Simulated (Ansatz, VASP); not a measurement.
RbBr in VASP and in Ansatz

```
Rb Br
1.0
     0.00000    3.86950    3.86950
     3.95695    0.00000    3.86950
     3.95695    3.86950    0.00000
Rb Br
1 1
Direct
  0.00000 0.00000 0.00000
  0.25000 0.25000 0.25000
```

Change from the starting cell: uniaxial_x strain +2.3%.

Alike in both runs: task single point; functional r2SCAN; k mesh 6 × 6 × 6; no spin polarisation.

```csv
,VASP,Ansatz
version,VASP 6.6.1,Ansatz 0.2.0
potentials or method,"VASP PAW PBE potentials, release 64 (Rb_sv, Br)","plane waves, PAW"
plane-wave cutoff (eV),520,500
occupations,"gaussian, width 0.01 eV",fixed
valence electrons in the cell,16,16
```

|  | VASP | Ansatz | Ansatz less VASP |
| --- | --- | --- | --- |
| gap on the k mesh at the Fermi level (eV) | 4.62 | 4.62 | 0.000 |
| pressure (GPa) | -0.2 | -0.2 | -0.01 |

Caveats: the PAW data sets were made with another functional, which shifts forces and pressure a little (VASP). A k mesh can miss the band edges.
